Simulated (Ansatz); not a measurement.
## CdTe under changes of volume

One of the cells (32.922 Å³/atom); the others are scaled copies at fixed shape and fractional positions:

```
Te Cd
1.0
     0.00000    3.20500    3.20500
     3.20500    0.00000    3.20500
     3.20500    3.20500    0.00000
Te Cd
1 1
Direct
  0.75000 0.75000 0.75000
  0.00000 0.00000 0.00000
```

```yaml
Program: Ansatz 0.2.0
Functional: r2SCAN50
Potentials_or_basis: Ansatz PAW
Cutoff: "500 eV (not typed: the program's choice for these potentials)"
k_mesh: 4 × 4 × 4
Occupations: fermi-dirac, width 0.05 eV
Spin: no spin polarisation
```

```tsv
volume (Å³/atom)	energy over the lowest point (meV/atom)	pressure (GPa)	gap on the mesh (eV)
30.947	?	?	?
31.605	40.75	4.9	4.26
32.263	23.39	3.6	4.18
32.922	11.25	2.4	4.10
33.580	3.60	1.3	4.02
34.239	0.00	0.4	3.94
34.897	0.22	-0.5	3.86
```

Task: What does the run at 30.947 Å³/atom give?

Result: Energy over the lowest point 63.84 meV/atom; pressure 6.3 GPa; gap on the mesh 4.34 eV.

Worked out: A Birch-Murnaghan fit of order 3 (a polynomial in V^(-2/3)) to the other rows has its minimum at 34.53 Å³/atom with B0 = V·E''(V) = 45 GPa and B' = 4.6. It gives 63.71 meV/atom at 30.947 Å³/atom, against the run's 63.84, and -dE/dV = 6.3 GPa, against 6.3. A straight line through the other rows of the gap, of slope -4.04 eV per unit of ln V (its deformation potential), extrapolates to 4.35 eV, against the run's 4.34.

Energies are extrapolated to zero smearing.

Caveats: some runs use coarse meshes; spin-orbit coupling is left out, which moves the levels of the heavy elements; the PAW data sets come from PBE, with cores solved anew for the run's functional, which leaves a small shift of forces and pressure; the thresholds are loose for stress.
